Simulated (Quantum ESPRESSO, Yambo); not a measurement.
An input for Yambo 5.3.0 (MoS2 (2H monolayer)):

```
HF_and_locXC
gw0
dyson
cohsex
em1s
rim_cut
rim_w
RandQpts= 3000000
RandGvec= 100 RL
CUTGeo= "slab z"
RandGvecW= 9 RL
EXXRLvcs= 72 Ry
VXCRLvcs= 288 Ry
Chimod= "HARTREE"
% BndsRnXs
 1 | 326 |
%
NGsBlkXs= 13 Ry
% LongDrXs
 1 | 1 | 0 |
%
% GbndRnge
 1 | 326 |
%
DysSolver= "n"
ExtendOut
% QPkrange
 7 | 7 | 23 | 30 |
 1 | 1 | 23 | 30 |
%
```

```sh
OMP_NUM_THREADS=1 mpirun -n 4 yambo -F gw6.in -J gw6 -C gw6 > gw6.log
```

The stored states that it reads are on a 6×6×1 mesh. The cell holds 3 atoms: 1 Mo and 2 S. Cell: a = 3.185 Å, b = 3.185 Å, c = 16.000 Å, α = 90.0°, β = 90.0°, γ = 120.0°. Vacuum lies along c.

Estimate wall time and host memory on 4 MPI ranks of Arm Neoverse V1, shared host.

It took 16 min; on shared hardware allow 8 min to 32 min. Peak host memory was 5.2 GiB.

The screening grows as filled bands × empty bands × pairs of k points, times the square of the screening basis for the matrix.

[Paths, hosts, dates, memory and timing lines, banners, echoed tables and standing remarks are left out of the program output.]

[Logs are printed without paths, hosts, clocks, repeated set-up lines and the standing remarks that a program may print on its own settings, such as how far it seeks lower states.]

[Runs of the session that timed out or met a known fault of the program may be left out.]

[Hosts, paths, dates, database ids (printed as entryN), source tags and the programs' standing remarks are cut or masked in the printed files.]
